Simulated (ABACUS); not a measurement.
# GaSb (F-43m) in ABACUS: a series of runs

The runs below take GaSb through single point, relaxation of cell and atoms, with TPSS, PBE, revPBE.

Everything below comes from runs of ABACUS 3.10.1. Logs are shortened: lines on timing, memory, paths and dates and some standing lists are left out, and cuts for length are marked.

**The experiment to reproduce.**

From a printed reference work, data compilation, for a bulk crystal of GaSb at 4.2 K: band gap 0.811 eV (direct).

The runs below are set against these values where they give the same quantity.

### Step 1. The structure

Symmetry: F-43m, No. 216, cubic system. The conventional cell has a = 6.118 Å, b = 6.118 Å, c = 6.118 Å, α = 90.00°, β = 90.00°, γ = 90.00°. Around Sb (site symmetry -43m) lie 4 Ga at 2.65 Å. Around Ga (site symmetry -43m) lie 4 Sb at 2.65 Å.

### Step 2. Single point, TPSS

The input, INPUT:

```
INPUT_PARAMETERS
suffix              GaSb
calculation         scf
basis_type          pw
pseudo_dir          ./
latname             fcc
symmetry            1
dft_functional      MGGA_X_TPSS+MGGA_C_TPSS
ecutwfc             94
pseudo_rcut         10
nspin               1
nbands              24
ks_solver           dav
smearing_method     fd
smearing_sigma      0.00367493
scf_thr             1e-08
scf_nmax            100
mixing_type         broyden
mixing_beta         0.7
cal_force           1
cal_stress          1
mixing_tau          1
out_chg             1
kpar                4
```

The input, STRU:

```
ATOMIC_SPECIES
Sb 121.7600 Sb_ONCV_PBE-1.2.upf
Ga 69.7230 Ga_ONCV_PBE-1.2.upf

LATTICE_CONSTANT
11.5613444305

ATOMIC_POSITIONS
Direct

Sb
0.0
1
0.2500000000 0.2500000000 0.2500000000 1 1 1

Ga
0.0
1
0.0000000000 0.0000000000 0.0000000000 1 1 1
```

The input, KPT:

```
K_POINTS
0
Gamma
5 5 5 0 0 0
```

Potentials or basis: SG15 ONCV 1.2 PBE, plane waves.

The run is started by

```sh
$ OMP_NUM_THREADS=1 mpirun -np 4 abacus > log
```

running log:

```text
ABACUS v3.10.1

               Atomic-orbital Based Ab-initio Computation at UStc

 ------------------------------------------------------------------------------------

 READING GENERAL INFORMATION
                           global_out_dir = OUT.GaSb/
                           global_in_card = INPUT
                               pseudo_dir = ./
                              orbital_dir =
                                    DSIZE = 4
                                    GSIZE = 1

 READING UNITCELL INFORMATION
                                    ntype = 2
                  lattice constant (Bohr) = 11.5613
              lattice constant (Angstrom) = 6.118

 READING ATOM TYPE 1
                               atom label = Sb
                      L=0, number of zeta = 1
                      L=1, number of zeta = 1
                      L=2, number of zeta = 1
             number of atom for this type = 1

 READING ATOM TYPE 2
                               atom label = Ga
                      L=0, number of zeta = 1
                      L=1, number of zeta = 1
                      L=2, number of zeta = 1
             number of atom for this type = 1

                        TOTAL ATOM NUMBER = 2
DIRECT COORDINATES
    atom                   x                   y                   z     mag                  vx                  vy                  vz
taud_Sb1            0.2500000000        0.2500000000        0.2500000000  0.0000        0.0000000000        0.0000000000        0.0000000000
taud_Ga1            0.0000000000        0.0000000000        0.0000000000  0.0000        0.0000000000        0.0000000000        0.0000000000

                          Volume (Bohr^3) = 386.336
                             Volume (A^3) = 57.249

 Lattice vectors: (Cartesian coordinate: in unit of a_0)
                 -0.5                  +0                +0.5
                   +0                +0.5                +0.5
                 -0.5                +0.5                  +0
 Reciprocal vectors: (Cartesian coordinate: in unit of 2 pi/a_0)
                   -1                  -1                  +1
                   +1                  +1                  +1
                   -1                  +1                  -1
 The esolver type has been set to : ksdft_pw

                PAO radial cut off (Bohr) = 10

 Read in pseudopotential file is Sb_ONCV_PBE-1.2.upf
                     pseudopotential type = NC
          exchange-correlation functional = PBE
                 nonlocal core correction = 0
                        valence electrons = 15
                                     lmax = 2
                           number of zeta = 0
                     number of projectors = 6
                           L of projector = 0
                           L of projector = 0
                           L of projector = 1
                           L of projector = 1
                           L of projector = 2
                           L of projector = 2
 XC functional updated to : MGGA_X_TPSS+MGGA_C_TPSS
          exchange-correlation functional = MGGA_X_TPSS+MGGA_C_TPSS
                PAO radial cut off (Bohr) = 10

 Read in pseudopotential file is Ga_ONCV_PBE-1.2.upf
                     pseudopotential type = NC
          exchange-correlation functional = PBE
                 nonlocal core correction = 0
                        valence electrons = 13
                                     lmax = 2
                           number of zeta = 0
                     number of projectors = 6
                           L of projector = 0
                           L of projector = 0
                           L of projector = 1
                           L of projector = 1
                           L of projector = 2
                           L of projector = 2
 XC functional updated to : MGGA_X_TPSS+MGGA_C_TPSS
          exchange-correlation functional = MGGA_X_TPSS+MGGA_C_TPSS
     initial pseudo atomic orbital number = 0

 SETUP THE ELECTRONS NUMBER
            electron number of element Sb = 15
      total electron number of element Sb = 15
            electron number of element Ga = 13
      total electron number of element Ga = 13
            AUTOSET number of electrons:  = 28
                           occupied bands = 14
                                   NBANDS = 24
                                   NLOCAL = 18

%%%%%%%%%%%%%%%%%%%%%%%%%%%%%%%%%%%%%%%%%%%%%%%%%%%%%%%%%%%%%%%%%%%%%%%%%%%%%%%%%%%%%%%%%%%%%%%%%%%%%%%%%%
 Warning: the number of valence electrons in pseudopotential > 5 for Sb: [Kr] 4d10 5s2 5p3
 Warning: the number of valence electrons in pseudopotential > 3 for Ga: [Ar] 3d10 4s2 4p1
 Pseudopotentials with additional electrons can yield (more) accurate outcomes, but may be less efficient.
 If you're confident that your chosen pseudopotential is appropriate, you can safely ignore this warning.
%%%%%%%%%%%%%%%%%%%%%%%%%%%%%%%%%%%%%%%%%%%%%%%%%%%%%%%%%%%%%%%%%%%%%%%%%%%%%%%%%%%%%%%%%%%%%%%%%%%%%%%%%%

 SETUP THE PLANE WAVE BASIS
 energy cutoff for charge/potential (unit:Ry) = 376
[... 61 lines left out ...]
                                       C2 = 3
                                       C3 = 8
                                       C4 = 0
                                       C6 = 0
                                       S1 = 6
                                       S3 = 0
                                       S4 = 6
                                       S6 = 0
               POINT GROUP IN SPACE GROUP = T_d

 SETUP K-POINTS
                                    nspin = 1
                   Input type of k points = Monkhorst-Pack(Gamma)
                                   nkstot = 125
                       right hand lattice = 1
(for reciprocal lattice: )
                             BRAVAIS TYPE = 2
                     BRAVAIS LATTICE NAME = 02. Cubic I (body-centered)
                                    ibrav = 2
                       right hand lattice = 1
(for k-lattice: )
                             BRAVAIS TYPE = 2
                     BRAVAIS LATTICE NAME = 02. Cubic I (body-centered)
                                    ibrav = 2
                       right hand lattice = 1
                        ROTATION MATRICES = 48
                               nkstot_ibz = 10
K-POINTS REDUCTION ACCORDING TO SYMMETRY
     IBZ    DIRECT_X    DIRECT_Y    DIRECT_Z  WEIGHT  ibz2bz
       1  0.00000000  0.00000000  0.00000000  0.0080       0
       2  0.20000000  0.20000000  0.20000000  0.0640       1
       3  0.40000000  0.40000000  0.40000000  0.0640       2
       4  0.20000000  0.20000000  0.00000000  0.0480       6
       5  0.40000000  0.40000000  0.20000000  0.1920       7
       6 -0.40000000  0.40000000  0.40000000  0.1920       8
       7  0.40000000  0.20000000  0.20000000  0.0960       9
       8  0.40000000  0.40000000  0.00000000  0.0480      12
       9 -0.20000000  0.40000000  0.40000000  0.0960      13
      10 -0.40000000  0.40000000  0.20000000  0.1920      38

                               nkstot now = 10
[... K-POINTS DIRECT COORDINATES: 10 rows ...]

           k-point number in this process = 3
       minimum distributed K point number = 2
[... stars of the k points ...]

[... K-POINTS CARTESIAN COORDINATES: 3 rows ...]

[... K-POINTS DIRECT COORDINATES: 3 rows ...]

 SETUP PLANE WAVES FOR WAVE FUNCTIONS
     energy cutoff for wavefunc (unit:Ry) = 94
              fft grid for wave functions = [ 54, 54, 54 ]
                    number of plane waves = 6615
                         number of sticks = 463

 PARALLEL PW FOR WAVE FUNCTIONS
     PROC   COLUMNS(POT)             PW
        1            463           6615
 --------------- sum -------------------
        1            463           6615

 SETUP NONLOCAL PSEUDOPOTENTIALS IN PLANE WAVE BASIS
 Sb non-local projectors:
 projector 1 L=0
 projector 2 L=0
 projector 3 L=1
 projector 4 L=1
 projector 5 L=2
 projector 6 L=2
 Ga non-local projectors:
 projector 1 L=0
 projector 2 L=0
 projector 3 L=1
 projector 4 L=1
 projector 5 L=2
 projector 6 L=2
      TOTAL NUMBER OF NONLOCAL PROJECTORS = 36

 Init Non-Local PseudoPotential table :
 Init Non-Local-Pseudopotential done.

                                     npwx = 5963

 -------------------------------------------
 SELF-CONSISTENT
 -------------------------------------------
                                 init_chg = atomic

 PW ALGORITHM --------------- ION=   1  ELEC=   1--------------------------------

 Notice: Threshold on eigenvalues was too large.
 hsover_error=0.28 > DRHO=0.078673
 Origin diag ethr = 0.01
 New diag ethr = 0.000280975

 Density error is 0.0778535570643
                          Error Threshold = 0.000280974851363
----------------------------------------------------------
     Energy           Rydberg                 eV
----------------------------------------------------------
 E_KohnSham     -271.8031747279      -3698.0719107884
 E_Harris       -272.4052122687      -3706.2630517540
 E_Fermi        0.6609036555         8.9920555438
----------------------------------------------------------
[... 75 lines left out ...]
 Density error is 4.14732051216e-09
                          Error Threshold = 2.70833530337e-10
----------------------------------------------------------
     Energy           Rydberg                 eV
----------------------------------------------------------
 E_KohnSham     -271.8829672844      -3699.1575442155
 E_KS(sigma->0) -271.8829186143      -3699.1568820243
 E_Harris       -271.8832694206      -3699.1616549891
 E_band         -15.7639484317       -214.4795216497
 E_one_elec     -138.3738081787      -1882.6722451899
 E_Hartree      83.2511597261        1132.6901373836
 E_xc           -33.4605457271       -455.2540800780
 E_Ewald        -183.2996757644      -2493.9200319488
 E_entropy(-TS) -0.0000973403        -0.0013243823
 E_descf        0.0000000000         0.0000000000
 E_exx          0.0000000000         0.0000000000
 E_Fermi        0.6909049802         9.4002445074
----------------------------------------------------------

 charge density convergence is achieved
 final etot is -3699.1575442 eV
 EFERMI = 9.4002445074 eV

 STATE ENERGY(eV) AND OCCUPATIONS    NSPIN == 1
 1/3 kpoint (Cartesian) = 0.0000 0.0000 0.0000 (5961 pws)
       1       -19.3297      0.0160000
       2       -19.3297      0.0160000
       3       -19.3297      0.0160000
       4       -19.3027      0.0160000
       5       -19.3027      0.0160000
       6       -5.60650      0.0160000
[... 68 lines left out ...]
      23        22.2837        0.00000
      24        22.2837        0.00000

------------------------------------------------------------------------------------------
 TOTAL-FORCE (eV/Angstrom)
------------------------------------------------------------------------------------------
                       Sb1         0.0000000000         0.0000000000         0.0000000000
                       Ga1         0.0000000000         0.0000000000         0.0000000000
------------------------------------------------------------------------------------------

----------------------------------------------------------------
 TOTAL-STRESS (KBAR)
----------------------------------------------------------------
         8.3272568368         0.0000000000         0.0000000000
         0.0000000000         8.3272568368         0.0000000000
         0.0000000000         0.0000000000         8.3272568368
----------------------------------------------------------------
 TOTAL-PRESSURE: 8.327257 KBAR

 --------------------------------------------
 !FINAL_ETOT_IS -3699.1575442154889970 eV
 --------------------------------------------
```

Wall time 36 s (4 MPI ranks of Intel Xeon Platinum 8375C at 2.90GHz (Ice Lake), shared host); peak memory 0.56 GiB.

What came out:

* Free energy: -3699.1575 eV
* Pressure: 0.8 GPa
* Band gap on the k mesh: 0.14 eV, direct

Caveat: the potentials were made for another functional, which shifts forces and pressure; spin-orbit coupling is left out, which moves the levels of the heavy elements; an odd mesh through Γ misses points on the zone boundary, where band edges often lie.

[end of part 1 of 2]
